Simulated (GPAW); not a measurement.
# Ta (Im-3m) in GPAW: further runs

Aim: see how the results for Ta move with the level of theory and the settings. Levels: PBE+D3, optB88-vdW, r2SCAN, SCAN, vdW-DF. Tasks: equation of state, band structure.

Everything below comes from runs of GPAW 26.7.0. Logs are shortened: lines on timing, memory, paths and dates and some standing lists are left out, and cuts for length are marked. The log counts tension as positive stress, the text compression.

**Measured values to compare with.**

“Refinement of the equation of state of tantalum”, 2004, arxiv:cond-mat/0403080 quotes, for a bulk crystal of Ta: bulk modulus 194 GPa.

The runs below are set against these values where they give the same quantity.

## 1. The structure

It takes space group Im-3m (No. 229, cubic). Conventional cell: a = 3.303 Å, b = 3.303 Å, c = 3.303 Å, α = 90.00°, β = 90.00°, γ = 90.00°. Around Ta (site symmetry m-3m) lie 8 Ta at 2.86 Å.

## 2. Equation of state, PBE+D3

run.py reads:

```python
import spglib
from ase import Atoms
from ase.calculators.mixing import SumCalculator
from ase.eos import EquationOfState
from ase.io import Trajectory, read
from ase.units import GPa
from dftd3.ase import DFTD3
from gpaw import GPAW, PW

atoms = read('Ta.cif')
cell, positions, numbers = spglib.find_primitive(
    (atoms.cell[:], atoms.get_scaled_positions(), atoms.numbers), symprec=1e-4)
atoms = Atoms(numbers, cell=cell, scaled_positions=positions, pbc=True)

traj = Trajectory('eos.traj', 'w')
volumes, energies = [], []
for x in [0.94, 0.96, 0.98, 1.0, 1.02, 1.04, 1.06]:
    a = atoms.copy()
    a.set_cell(atoms.cell * x**(1 / 3), scale_atoms=True)
    calc = GPAW(mode=PW(600),
                xc='PBE',
                kpts={'size': (11, 11, 11), 'gamma': True},
                occupations={'name': 'fermi-dirac', 'width': 0.05},
                nbands=15,
                convergence={'density': 1e-05, 'energy': 1e-05},
                maxiter=150,
                txt=f'eos-{x:.2f}.txt')
    a.calc = SumCalculator([calc, DFTD3(method='pbe', damping='d3zero')])
    energies.append(a.get_potential_energy())
    volumes.append(a.get_volume())
    p = -a.get_stress()[:3].mean() / GPa
    calc.write(f'eos-{x:.2f}.gpw')
    traj.write(a)
    print(f'{x:.2f} {volumes[-1]:10.4f} A^3 {energies[-1]:14.6f} eV {p:9.3f} GPa', flush=True)

v0, e0, B = EquationOfState(volumes, energies, eos='birchmurnaghan').fit()
print(f'V0 = {v0:.4f} A^3, E0 = {e0:.6f} eV, B0 = {B / GPa:.2f} GPa')
```

Ta.cif reads:

```cif
data_Ta
_cell_length_a 3.30256000
_cell_length_b 3.30256000
_cell_length_c 3.30256000
_cell_angle_alpha 90.00000000
_cell_angle_beta 90.00000000
_cell_angle_gamma 90.00000000
_space_group_name_H-M_alt 'Im-3m'
_space_group_name_Hall '-I 4 2 3'
_space_group_IT_number 229
loop_
_space_group_symop_operation_xyz
'x,y,z'
'-x,-y,-z'
'-y,x,z'
'y,-x,-z'
'-x,-y,z'
'x,y,-z'
'y,-x,z'
'-y,x,-z'
'x,-y,-z'
'-x,y,z'
'-y,-x,-z'
'y,x,z'
'-x,y,-z'
'x,-y,z'
'y,x,-z'
'-y,-x,z'
'z,x,y'
'-z,-x,-y'
'z,-y,x'
'-z,y,-x'
'z,-x,-y'
'-z,x,y'
'z,y,-x'
'-z,-y,x'
'-z,x,-y'
'z,-x,y'
'-z,-y,-x'
'z,y,x'
'-z,-x,y'
'z,x,-y'
'-z,y,x'
'z,-y,-x'
'y,z,x'
'-y,-z,-x'
'x,z,-y'
'-x,-z,y'
'-y,z,-x'
'y,-z,x'
'-x,z,y'
'x,-z,-y'
'-y,-z,x'
'y,z,-x'
'-x,-z,-y'
'x,z,y'
'y,-z,-x'
'-y,z,x'
'x,-z,y'
'-x,z,-y'
'x+1/2,y+1/2,z+1/2'
'-x+1/2,-y+1/2,-z+1/2'
'-y+1/2,x+1/2,z+1/2'
'y+1/2,-x+1/2,-z+1/2'
'-x+1/2,-y+1/2,z+1/2'
'x+1/2,y+1/2,-z+1/2'
'y+1/2,-x+1/2,z+1/2'
'-y+1/2,x+1/2,-z+1/2'
'x+1/2,-y+1/2,-z+1/2'
'-x+1/2,y+1/2,z+1/2'
'-y+1/2,-x+1/2,-z+1/2'
'y+1/2,x+1/2,z+1/2'
'-x+1/2,y+1/2,-z+1/2'
'x+1/2,-y+1/2,z+1/2'
'y+1/2,x+1/2,-z+1/2'
'-y+1/2,-x+1/2,z+1/2'
'z+1/2,x+1/2,y+1/2'
'-z+1/2,-x+1/2,-y+1/2'
'z+1/2,-y+1/2,x+1/2'
'-z+1/2,y+1/2,-x+1/2'
'z+1/2,-x+1/2,-y+1/2'
'-z+1/2,x+1/2,y+1/2'
'z+1/2,y+1/2,-x+1/2'
'-z+1/2,-y+1/2,x+1/2'
'-z+1/2,x+1/2,-y+1/2'
'z+1/2,-x+1/2,y+1/2'
'-z+1/2,-y+1/2,-x+1/2'
'z+1/2,y+1/2,x+1/2'
'-z+1/2,-x+1/2,y+1/2'
'z+1/2,x+1/2,-y+1/2'
'-z+1/2,y+1/2,x+1/2'
'z+1/2,-y+1/2,-x+1/2'
'y+1/2,z+1/2,x+1/2'
'-y+1/2,-z+1/2,-x+1/2'
'x+1/2,z+1/2,-y+1/2'
'-x+1/2,-z+1/2,y+1/2'
'-y+1/2,z+1/2,-x+1/2'
'y+1/2,-z+1/2,x+1/2'
'-x+1/2,z+1/2,y+1/2'
'x+1/2,-z+1/2,-y+1/2'
'-y+1/2,-z+1/2,x+1/2'
'y+1/2,z+1/2,-x+1/2'
'-x+1/2,-z+1/2,-y+1/2'
'x+1/2,z+1/2,y+1/2'
'y+1/2,-z+1/2,-x+1/2'
'-y+1/2,z+1/2,x+1/2'
'x+1/2,-z+1/2,y+1/2'
'-x+1/2,z+1/2,-y+1/2'
loop_
_atom_site_label
_atom_site_type_symbol
_atom_site_symmetry_multiplicity
_atom_site_Wyckoff_symbol
_atom_site_fract_x
_atom_site_fract_y
_atom_site_fract_z
_atom_site_occupancy
Ta1 Ta 2 a 0.0000000000 0.0000000000 0.0000000000 1
```

Potentials or basis: GPAW PAW data sets (gpaw-data 1.2.1), pw.

On the command line:

```
> OMP_NUM_THREADS=1 python run.py
```

Log:

```text
__  _  _
 | _ |_)|_||  |
 |__||  | ||/\| - 26.7.0

Input parameters:
  mode=PW(ecut=600.0),
  convergence={'density': 1e-05, 'energy': 1e-05},
  kpts=MonkhorstPack(size=(11, 11, 11), gamma=True),
  maxiter=150,
  nbands=15,
  occupations=Occupations(name='fermi-dirac', width=0.05),
  xc=XC(name='PBE')

Diagonalizing LCAO Hamiltonian
Converting LCAO to pw mode

       Ta

Atoms  # Å, Bohr magnetons
|   | symbol |        x |        y |        z |    initial magnetic moments |
|---|--------|----------|----------|----------|-----------------------------|
| 0 |     Ta | 0.000000 | 0.000000 | 0.000000 | ( 0.0000,  0.0000,  0.0000) |

Unit cell  # Å
| periodic |         x |         y |         z |  lengths |     angles |
|----------|-----------|-----------|-----------|----------|------------|
|      yes | -1.628963 |  1.628963 |  1.628963 | 2.821446 | 109.471221 |
|      yes |  1.628963 | -1.628963 |  1.628963 | 2.821446 | 109.471221 |
|      yes |  1.628963 |  1.628963 | -1.628963 | 2.821446 | 109.471221 |

Number of symmetries: 48
Symmetry operations  # r_c * U_cc + t_c -> r_c
|    | kind |            matrix            |
|----|------|------------------------------|
|  0 |  σ   |  1, 1, 1,  0, 0,-1,  0,-1, 0 |
|  1 |  C4  |  1, 1, 1,  0, 0,-1, -1, 0, 0 |
|  2 |  C2  |  1, 1, 1,  0,-1, 0,  0, 0,-1 |
|  3 |  S6  |  1, 1, 1,  0,-1, 0, -1, 0, 0 |
|  4 |  S6  |  1, 1, 1, -1, 0, 0,  0, 0,-1 |
|  5 |  C4  |  1, 1, 1, -1, 0, 0,  0,-1, 0 |
|  6 |  E   |  1, 0, 0,  0, 1, 0,  0, 0, 1 |
|  7 |  σ   |  1, 0, 0,  0, 1, 0, -1,-1,-1 |
|  8 |  σ   |  1, 0, 0,  0, 0, 1,  0, 1, 0 |
|  9 |  C3  |  1, 0, 0,  0, 0, 1, -1,-1,-1 |
| 10 |  C3  |  1, 0, 0, -1,-1,-1,  0, 1, 0 |
| 11 |  σ   |  1, 0, 0, -1,-1,-1,  0, 0, 1 |
| 12 |  σ   |  0, 1, 0,  1, 0, 0,  0, 0, 1 |
| 13 |  C2  |  0, 1, 0,  1, 0, 0, -1,-1,-1 |
| 14 |  C3  |  0, 1, 0,  0, 0, 1,  1, 0, 0 |
| 15 |  S4  |  0, 1, 0,  0, 0, 1, -1,-1,-1 |
| 16 |  S4  |  0, 1, 0, -1,-1,-1,  1, 0, 0 |
| 17 |  C3  |  0, 1, 0, -1,-1,-1,  0, 0, 1 |
| 18 |  C3  |  0, 0, 1,  1, 0, 0,  0, 1, 0 |
| 19 |  S4  |  0, 0, 1,  1, 0, 0, -1,-1,-1 |
| 20 |  σ   |  0, 0, 1,  0, 1, 0,  1, 0, 0 |
| 21 |  C3  |  0, 0, 1,  0, 1, 0, -1,-1,-1 |
| 22 |  C2  |  0, 0, 1, -1,-1,-1,  1, 0, 0 |
| 23 |  S4  |  0, 0, 1, -1,-1,-1,  0, 1, 0 |
| 24 |  C4  |  0, 0,-1,  1, 1, 1,  0,-1, 0 |
| 25 |  σ   |  0, 0,-1,  1, 1, 1, -1, 0, 0 |
| 26 |  S6  |  0, 0,-1,  0,-1, 0,  1, 1, 1 |
| 27 |  C2  |  0, 0,-1,  0,-1, 0, -1, 0, 0 |
| 28 |  C4  |  0, 0,-1, -1, 0, 0,  1, 1, 1 |
| 29 |  S6  |  0, 0,-1, -1, 0, 0,  0,-1, 0 |
| 30 |  S6  |  0,-1, 0,  1, 1, 1,  0, 0,-1 |
| 31 |  C4  |  0,-1, 0,  1, 1, 1, -1, 0, 0 |
| 32 |  C4  |  0,-1, 0,  0, 0,-1,  1, 1, 1 |
| 33 |  S6  |  0,-1, 0,  0, 0,-1, -1, 0, 0 |
| 34 |  σ   |  0,-1, 0, -1, 0, 0,  1, 1, 1 |
| 35 |  C2  |  0,-1, 0, -1, 0, 0,  0, 0,-1 |
| 36 |  C2  | -1, 0, 0,  1, 1, 1,  0, 0,-1 |
| 37 |  S6  | -1, 0, 0,  1, 1, 1,  0,-1, 0 |
| 38 |  S6  | -1, 0, 0,  0, 0,-1,  1, 1, 1 |
| 39 |  C2  | -1, 0, 0,  0, 0,-1,  0,-1, 0 |
| 40 |  C2  | -1, 0, 0,  0,-1, 0,  1, 1, 1 |
| 41 |  i   | -1, 0, 0,  0,-1, 0,  0, 0,-1 |
| 42 |  S4  | -1,-1,-1,  1, 0, 0,  0, 1, 0 |
| 43 |  C3  | -1,-1,-1,  1, 0, 0,  0, 0, 1 |
| 44 |  C3  | -1,-1,-1,  0, 1, 0,  1, 0, 0 |
| 45 |  σ   | -1,-1,-1,  0, 1, 0,  0, 0, 1 |
| 46 |  S4  | -1,-1,-1,  0, 0, 1,  1, 0, 0 |
| 47 |  C2  | -1,-1,-1,  0, 0, 1,  0, 1, 0 |

BZ-sampling:
  Number of BZ points: 1331
  Number of IBZ points: 56

  Monkhorst-Pack size: [11, 11, 11]
  Monkhorst-Pack shift: [0, 0, 0]

K-points  # in reciprocal-cell coordinates
|     |                                coordinates |     weight |
|-----|--------------------------------------------|------------|
|   0 | (  0.00000000,   0.00000000,   0.00000000) | 0.00075131 |
|   1 | (  0.09090909,   0.00000000,   0.00000000) | 0.00901578 |
|   2 | (  0.09090909,   0.09090909,  -0.09090909) | 0.00450789 |
|   3 | (  0.18181818,   0.00000000,  -0.09090909) | 0.01803156 |
|   4 | (  0.18181818,   0.00000000,   0.00000000) | 0.00901578 |
|   5 | (  0.18181818,   0.09090909,  -0.09090909) | 0.01803156 |
|   6 | (  0.18181818,   0.18181818,  -0.18181818) | 0.00450789 |
|   7 | (  0.27272727,  -0.09090909,  -0.09090909) | 0.00601052 |
|   8 | (  0.27272727,   0.00000000,  -0.09090909) | 0.03606311 |
|   9 | (  0.27272727,   0.00000000,   0.00000000) | 0.00901578 |
| ... |                                            |            |
|  55 | (  0.45454545,   0.45454545,   0.45454545) | 0.00601052 |

Plane wave coefficients: 603
Cutoff: 600.0 eV

Spin-components: 1 (collinear spins)
Bands:           15
Projectors:      6
Spin-degeneracy: 2
Datatype:        complex128

Parallelization:
  kpt:    1
  domain: 1
  band:   1

Density:
  Valence electrons: 13.0
  Components: 1
  Grid points: [16 16 16]
  Charge: 0.0  # |e|

Potential:
  Grid points: [16 16 16]

species:
  Ta:
    name:    Tantalum
    Z:       73.0
    valence: 13
    core:    60
    charge:  0.0  # [|e|]
    compensation charges:
      type: gauss
      rc: 0.42  # [Å]
      lmax: 2
    cutoffs:
      filter: 2.36  # [Å]
      core: 3.45  # [Å]
    projectors
    | kind |    occ | energy [eV] | rcut [Å] |
    |------|--------|-------------|----------|
    |   5s |  2.000 |     -72.790 |    1.365 |
    |   6s |  2.000 |      -5.429 |    1.365 |
    |   5p |  6.000 |     -39.427 |    1.349 |
    |   6p |  0.000 |      -1.396 |    1.349 |
    |   5d |  3.000 |      -3.603 |    1.307 |
    |    d |        |      23.609 |    1.307 |

    Using partial waves for Ta as LCAO basis

Reference energy: -424172.441401  # eV

eigensolver:
  PPCG
  Converge bands: occupied
  niter=2

density mixing:
  MSR1-Mixer
  Pratt-step length: 0.05
  Maximum mixing coefficient: 0.75
  Old densities: 10
  SVD Regularization: 0.005
  Good broyden scale: 1.0
  Trust region scale: 1.0
  Backstep threshold: 4.0
  History deletion threshold: 6.0
  Fourier metric: weight=20.0, sigma=0.015

occupation numbers:
  Fermi-Dirac:
    width: 0.0500  # eV

poisson solver:
  ecut: 4800.0  # eV

xc functional:
  name: PBE with 2 nearest neighbor stencil

convergence criteria:
- Maximum integral of absolute [dens]ity change: 1e-05 electrons / valence electron
- Maximum [total energy] change in last 3 cyles: 1e-05 eV / valence electron
- Maximum integral of absolute [eigenst]ate change: 4e-08 eV^2 / valence electron
maximum number of iterations: 150

SCF iterations
|iter     | |      energy | eigst |  dens |
|---------|-|-------------|-------|-------|
|iter:   1| |   -9.966803 | -0.07 |       |
|iter:   2| |   -9.943340 | -3.18 | -1.31 |
|iter:   3| |   -9.832245 | -2.11 | -1.35 |
|iter:   4| |   -9.837312 | -3.48 | -2.01 |
|iter:   5| |   -9.838947 | -4.41 | -2.39 |
|iter:   6| |   -9.838949 | -6.80 | -3.88 |
|iter:   7| |   -9.838949c| -7.68c| -4.25 |
|iter:   8| |   -9.838949c| -9.48c| -5.36c|

Converged in 8 steps
Energy contributions relative to reference atoms: (reference = -424172.441401)

Energy contributions:
  Kinetic:          13.187471
  Coulomb:         -12.771848
  Zero:             -0.252824
  External:          0.000000
  Xc:               -9.998541
  Entropy:          -0.006413
  Spinorbit:         0.000000
  ----------------------------
  Free energy:      -9.842156
  Extrapolated:     -9.838949

dipole moment: (-5.848741, -5.848741, -5.848741)  # |e|*Ang

Fermi level: 12.409
Eigenvalues  # (at kpt = [0.000, 0.000, 0.000])
| band index |      eig [eV] | occ [0-2] |
|------------|---------------|-----------|
|          0 |       -54.444 |     2.000 |
|          1 |       -20.536 |     2.000 |
|          2 |       -20.536 |     2.000 |
|          3 |       -20.536 |     2.000 |
|          4 |         4.395 |     2.000 |
|          5 |        13.148 |     0.000 |
|          6 |        13.148 |     0.000 |
|          7 |        13.148 |     0.000 |
|          8 |        16.533 |     0.000 |
|          9 |        16.533 |     0.000 |
|         10 |        27.447 |     0.000 |
|         11 |        27.447 |     0.000 |
|         12 |        27.447 |     0.000 |
|        ... |               |           |
|         14 |        39.042 |     0.000 |

No gap
No difference between direct/indirect transitions

Stress tensor  # eV/Ang^3
|         x |         y |         z |
|-----------|-----------|-----------|
| -0.075228 |  0.000000 |  0.000000 |
|  0.000000 | -0.075228 | -0.000000 |
|  0.000000 | -0.000000 | -0.075228 |

# Writing to eos-0.96.gpw (mode='')
```

Wall time 56 s (1 thread of Arm Neoverse V2, shared host); peak memory 0.21 GiB.

Results:

| Property | Result |
| --- | --- |
| Equilibrium volume | 17.68 Å³/atom |
| Bulk modulus | 213 GPa |
| Pressure derivative of the bulk modulus | 4.4 |

Energy against volume, from the lowest point:
```csv
volume (Å³/atom),energy (meV/atom)
16.930,22.91
17.290,5.96
17.650,0.00
18.010,3.96
18.371,16.69
18.731,37.36
19.091,65.19
```

Spin-orbit coupling is left out, which matters for the levels of Ta.

(Continued in part 2 of 3.)
